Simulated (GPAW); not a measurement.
Runs of GPAW 26.7.0 on GaSb. It takes space group F-43m (No. 216, cubic). Conventional cell: a = 6.118 Å, b = 6.118 Å, c = 6.118 Å, α = 90.00°, β = 90.00°, γ = 90.00°. Sb (site symmetry -43m) is surrounded by 4 Ga at 2.65 Å. Around Ga (site symmetry -43m) lie 4 Sb at 2.65 Å. 

| task | level | potentials or basis | spin | cell | k mesh | cutoff (eV) | smearing | maxiter | convergence | supercell | supercell k mesh | displacement | grid spacing | gap on the mesh (eV) | pressure (GPa) |
| --- | --- | --- | --- | --- | --- | --- | --- | --- | --- | --- | --- | --- | --- | --- | --- |
| phonons | LDA | the program's PAW data sets (release 1.2.1) made for this functional, lcao:dzp | off | atoms relaxed | 8 × 8 × 8 | - | fermi-dirac 0.05 eV | 150 | density=1e-06 | 1 × 1 × 1 | 8 × 8 × 8 | 0.02 | 0.16 Å | none | - |
| single point | TB-mBJ | GPAW PAW data sets for LDA (gpaw-data 1.2.1), pw | off | as given | 6 × 6 × 6 | 600 | fermi-dirac 0.05 eV | 150 | - | - | - | - | - | 0.92 | - |
| atomic charges | AM05 | PAW data sets generated in the run's folder for this functional, pw | off | as given | 8 × 8 × 8 | 600 | fermi-dirac 0.05 eV | 150 | - | - | - | - | - | none | (b) |
| single point | LDA | the program's PAW data sets (release 1.2.1) made for this functional, pw | off | as given | 6 × 6 × 6 | 450 | fermi-dirac 0.05 eV | 80 | - | - | - | - | - | none | (a) |
| band structure | PBEsol | PAW data sets generated in the run's folder for this functional, pw | SOC, no magnetisation | as given | 6 × 6 × 6 | 600 | fermi-dirac 0.05 eV | 150 | - | - | - | - | - | - | -0.1 |
| dielectric tensor | PBE | GPAW PAW data sets (gpaw-data 1.2.1), pw | off | as given | 6 × 6 × 6 | 400 | fermi-dirac 0.001 eV | 150 | - | - | - | - | - | 0.09 | - |

Problem. Estimate the missing entries.

Solution. (a) -2.6; (b) 0.2.

Caveats: this crystal is a semiconductor, whose small gap the functional closes, so the metal is an error of the method (some runs); spin-orbit coupling is left out, which moves the levels of the heavy elements (some runs); the basis of atomic orbitals isn't converged, which shifts pressures, moduli and gaps (some runs); a model potential gives levels but no total energy (some runs); the PAW data sets were made with another functional, which shifts forces and pressure a little (some runs); the cutoff is short for stress and forces, so pressures can be off by a GPa or more (some runs).

A k mesh can miss the band edges, and rows without SOC leave out spin-orbit coupling on Ga, Sb.

A gap of «none» marks a metal or a gap under the smearing width.
